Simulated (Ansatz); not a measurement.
# ZrS: the cost of one run

Program: Ansatz 0.2.0. Level of theory: DFT LDA, scalar-relativistic, plane waves, PAW. These are calculated values, not measurements.

The COD entry's cell or inner coordinates are ideal or old and differ from later refinements, so a difference from it is no clean test against experiment.

55 further runs of the same task are left out: 55 set aside as unsound or not needed. Runs told in other sessions of the task aren't counted.

**1. The starting structure**

It takes space group Fm-3m (No. 225, cubic). The conventional cell has a = 5.134 Å, b = 5.134 Å, c = 5.134 Å, α = 90.00°, β = 90.00°, γ = 90.00°. Around Zr (site symmetry m-3m) lie 6 S at 2.57 Å. S (site symmetry m-3m) has 6 Zr at 2.57 Å in its first shell of neighbours.

Coordinates:

```
Zr S
1.0
     0.00000    2.56714    2.56714
     2.56714    0.00000    2.56714
     2.56714    2.56714    0.00000
Zr S
1 1
Direct
  0.00000 0.00000 0.00000
  0.50000 0.50000 0.50000
```

This cell was relaxed beforehand with the same method: volume 16.92 Å³/atom, gap on the mesh none (metal).

**2. What is varied**

The energy is mapped over volume and a fixed ferromagnetic moment.

The axes are (1) volume per atom: 9 values from 13.87 to 19.96 Å³; (2) total spin moment of the cell, held fixed: 11 values from 0.0 to 1.0 μB.

Nothing else is relaxed (shape and fractional coordinates fixed). Points are written as (first, second).

**3. Grid point (13.87 Å³, 1.0 μB)**

input.yaml reads:

```yaml
crystal:
  lattice:
    - [0.0, 2.4028323044, 2.4028323044]
    - [2.4028323044, 0.0, 2.4028323044]
    - [2.4028323044, 2.4028323044, 0.0]
  atoms:
    - { symbol: Zr, position: [0.0, 0.0, 0.0], spin: 1.0 }
    - { symbol: S, position: [0.5, 0.5, 0.5] }
basis:
  ecutwfc: 420
kpoints:
  mp_grid: { grid: [16, 16, 16] }
hamiltonian:
  xc: lda
  pseudopotentials: { kind: paw, azcp: { folder: soft_1 } }
scf:
  occupations: { method: gaussian, width: 0.15 }
  lower_state_search: "off"
output:
  forces: true
  stress: true
  eigenvalues: true
  populations: true
magnetization:
  spin_polarized: true
  initial_magnetization: 1.0
  spin_locking: { lock_magnetization: hard }
```

Command:

```sh
> ansatz run input.yaml --threads 2 --pin off --max-ram 4096MiB --backend cpu --events-out ev --progress --plain --runs-dir out
```

**Question.** How long does this run take on 2 threads of Intel Xeon 6975P-C (Granite Rapids), shared host, and how much memory does it need?

About 2.1 s, with a peak of 0.41 GiB.
